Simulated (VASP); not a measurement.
Wanted: the native input for a VASP 6.6.1 run.

```yaml
Task: electrostatic potential
Functional: r2SCAN
Potentials_or_basis: VASP PAW PBE potentials, release 64 (Ca_sv, Se)
Cutoff: 520 eV
k_mesh: 8 × 8 × 8
Occupations: gaussian, width 0.02 eV
Spin: no spin polarisation
Further_INCAR_settings: ALGO = Normal; EDIFF = 1e-06
```

The structure of CaSe lies in POSCAR:

```
CaSe                                    
1.0
    0.0000000000      2.9826752436      2.9826752436
    2.9826752436      0.0000000000      2.9826752436
    2.9826752436      2.9826752436      0.0000000000
  Ca              Se            
     1     1
Direct
     0.0000000000000000    0.0000000000000000    0.0000000000000000
     0.5000000000000000    0.5000000000000000    0.5000000000000000
```

The cell was built by a generator and needn't be a form met in nature.

The input as run:

INCAR

```
SYSTEM = CaSe
ALGO     = Normal         ! electronic algorithm
EDIFF    = 1E-6           ! SCF threshold, eV
ENCUT    = 520            ! plane-wave cutoff, eV
ISIF     = 2              ! what is computed and relaxed
ISMEAR   = 0              ! smearing method
KPAR     = 4            
LASPH    = .True.         ! aspherical terms in the spheres
LCHARG   = .True.         ! write CHGCAR
LMIXTAU  = .True.       
LREAL    = .False.        ! projectors in reciprocal space
LVHAR    = .True.       
LWAVE    = .False.        ! write WAVECAR
METAGGA  = R2SCAN         ! meta-GGA
NELM     = 60             ! most SCF steps
PREC     = Accurate       ! precision mode
SIGMA    = 0.02           ! smearing width, eV
```

KPOINTS

```
k-points
0
Gamma
  8 8 8
  0 0 0
```

Potentials or basis: VASP PAW PBE potentials, release 64 (Ca_sv, Se).

Run with:

```console
$ cat potpaw_PBE.64/Ca_sv/POTCAR potpaw_PBE.64/Se/POTCAR > POTCAR
$ mpirun -np 4 vasp_std > vasp.out
```

Results of the run:

The pressure is -0.6 GPa and the band gap on the k mesh is 2.55 eV, indirect (least direct gap 3.48 eV).

Caveat: the PAW data sets were made with another functional, which shifts forces and pressure a little.

Run time: 16 s on 4 MPI ranks on Intel(R) Xeon(R) Platinum 8559C (Emerald Rapids) (shared host), peak memory 0.18 GiB a rank.
